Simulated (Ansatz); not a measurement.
# TaN: the cost of one run

Program: Ansatz 0.2.0. Level of theory: DFT PBE+U (U_eff = 2 eV on Ta d), plane waves, PAW, no spin–orbit coupling unless a run says so. These are calculated values, not measurements.

## (1) The starting structure

Symmetry: P6_3mc, No. 186, hexagonal system. The conventional cell has a = 3.050 Å, b = 3.050 Å, c = 4.940 Å, α = 90.00°, β = 90.00°, γ = 120.00°. Ta (site symmetry 3m) is surrounded by 4 N at 1.85 to 1.90 Å. N (site symmetry 3m) is surrounded by 4 Ta at 1.85 to 1.90 Å.

Structure file:

```cif
data_structure
_symmetry_space_group_name_H-M 'P 1'
_symmetry_Int_Tables_number 1
_cell_length_a 3.0500
_cell_length_b 6.1000
_cell_length_c 4.9400
_cell_angle_alpha 90.000
_cell_angle_beta 90.000
_cell_angle_gamma 120.000
_cell_volume 79.60
loop_
_atom_site_label
_atom_site_type_symbol
_atom_site_fract_x
_atom_site_fract_y
_atom_site_fract_z
_atom_site_occupancy
Ta1 Ta 0.33333 0.33333 0.00000 1
Ta2 Ta 0.66667 0.16667 0.50000 1
N1 N 0.33333 0.33333 0.38500 1
N2 N 0.66667 0.16667 0.88500 1
Ta3 Ta 0.33333 0.83333 0.00000 1
Ta4 Ta 0.66667 0.66667 0.50000 1
N3 N 0.33333 0.83333 0.38500 1
N4 N 0.66667 0.66667 0.88500 1
```

Magnetic order typed: antiferromagnetic, doubled cell 0 1/2 0.

An earlier series on this cell reached its lowest free state from «random orbitals: single harmonics, first filling», perhaps among other starts (it ended without moments).

## (2) Random orbitals: single harmonics, second filling

input.yaml reads:

```yaml
crystal:
  lattice:
    - [3.05000204, 0.0, 0.0]
    - [-3.05000204, 5.2827585, 0.0]
    - [0.0, 0.0, 4.94000153]
  atoms:
    - { symbol: Ta, position: [0.3333333333, 0.3333333334, 0.0], spin: 0.3 }
    - { symbol: Ta, position: [0.6666666667, 0.1666666666, 0.5], spin: 0.3 }
    - { symbol: "N", position: [0.3333333333, 0.3333333334, 0.385] }
    - { symbol: "N", position: [0.6666666667, 0.1666666666, 0.885] }
    - { symbol: Ta, position: [0.3333333333, 0.8333333333, 0.0], spin: -0.3 }
    - { symbol: Ta, position: [0.6666666667, 0.6666666666, 0.5], spin: -0.3 }
    - { symbol: "N", position: [0.3333333333, 0.8333333333, 0.385] }
    - { symbol: "N", position: [0.6666666667, 0.6666666666, 0.885] }
basis:
  ecutwfc: 420
  ecutrho_ratio: 4
kpoints:
  mp_grid: { grid: [7, 7, 4] }
hamiltonian:
  xc: pbe
  hubbard:
    sites:
      - { site: 0, l: d, u_eff: 2.0, starting_ns: [{ spin: up, occupation_matrix: s0up }, { spin: down, occupation_matrix: s0down }] }
      - { site: 1, l: d, u_eff: 2.0, starting_ns: [{ spin: up, occupation_matrix: s1up }, { spin: down, occupation_matrix: s1down }] }
      - { site: 4, l: d, u_eff: 2.0, starting_ns: [{ spin: up, occupation_matrix: s4up }, { spin: down, occupation_matrix: s4down }] }
      - { site: 5, l: d, u_eff: 2.0, starting_ns: [{ spin: up, occupation_matrix: s5up }, { spin: down, occupation_matrix: s5down }] }
    occupation_matrices:
      s0up:
        matrix:
          - [0.02, 0.0, 0.0, 0.0, 0.0]
          - [0.0, 0.02, 0.0, 0.0, 0.0]
          - [0.0, 0.0, 0.97, 0.0, 0.0]
          - [0.0, 0.0, 0.0, 0.02, 0.0]
          - [0.0, 0.0, 0.0, 0.0, 0.02]
      s0down:
        matrix:
          - [0.02, 0.0, 0.0, 0.0, 0.0]
          - [0.0, 0.97, 0.0, 0.0, 0.0]
          - [0.0, 0.0, 0.02, 0.0, 0.0]
          - [0.0, 0.0, 0.0, 0.02, 0.0]
          - [0.0, 0.0, 0.0, 0.0, 0.02]
      s1up:
        matrix:
          - [0.02, 0.0, 0.0, 0.0, 0.0]
          - [0.0, 0.02, 0.0, 0.0, 0.0]
          - [0.0, 0.0, 0.97, 0.0, 0.0]
          - [0.0, 0.0, 0.0, 0.02, 0.0]
          - [0.0, 0.0, 0.0, 0.0, 0.02]
      s1down:
        matrix:
          - [0.02, 0.0, 0.0, 0.0, 0.0]
          - [0.0, 0.02, 0.0, 0.0, 0.0]
          - [0.0, 0.0, 0.97, 0.0, 0.0]
          - [0.0, 0.0, 0.0, 0.02, 0.0]
          - [0.0, 0.0, 0.0, 0.0, 0.02]
      s4up:
        matrix:
          - [0.02, 0.0, 0.0, 0.0, 0.0]
          - [0.0, 0.02, 0.0, 0.0, 0.0]
          - [0.0, 0.0, 0.02, 0.0, 0.0]
          - [0.0, 0.0, 0.0, 0.97, 0.0]
          - [0.0, 0.0, 0.0, 0.0, 0.02]
      s4down:
        matrix:
          - [0.97, 0.0, 0.0, 0.0, 0.0]
          - [0.0, 0.02, 0.0, 0.0, 0.0]
          - [0.0, 0.0, 0.02, 0.0, 0.0]
          - [0.0, 0.0, 0.0, 0.02, 0.0]
          - [0.0, 0.0, 0.0, 0.0, 0.02]
      s5up:
        matrix:
          - [0.02, 0.0, 0.0, 0.0, 0.0]
          - [0.0, 0.02, 0.0, 0.0, 0.0]
          - [0.0, 0.0, 0.02, 0.0, 0.0]
          - [0.0, 0.0, 0.0, 0.02, 0.0]
          - [0.0, 0.0, 0.0, 0.0, 0.97]
      s5down:
        matrix:
          - [0.02, 0.0, 0.0, 0.0, 0.0]
          - [0.0, 0.02, 0.0, 0.0, 0.0]
          - [0.0, 0.0, 0.02, 0.0, 0.0]
          - [0.0, 0.0, 0.0, 0.02, 0.0]
          - [0.0, 0.0, 0.0, 0.0, 0.97]
    ns_hold: { iters: 5 }
scf:
  occupations: { method: gaussian, width: 0.05 }
  lower_state_search: "off"
  max_iter: 150
output:
  forces: true
  stress: true
  eigenvalues: true
  populations: true
  hubbard:
    sites:
      - { site: 0, l: d }
      - { site: 1, l: d }
      - { site: 4, l: d }
      - { site: 5, l: d }
magnetization:
  spin_polarized: true
```

The typed matrices put 0.97 on the chosen orbitals and 0.02 on the others, and are held for 5 cycles.

On the command line:

```bash
$ ansatz run input.yaml --threads 4 --pin off --max-ram 6144MiB --backend cpu --events-out ev --progress --plain --runs-dir out
```

Q: Estimate wall time and peak memory on 4 threads of Arm Neoverse V2, shared host.

About 24 s, with a peak of 0.7 GiB.
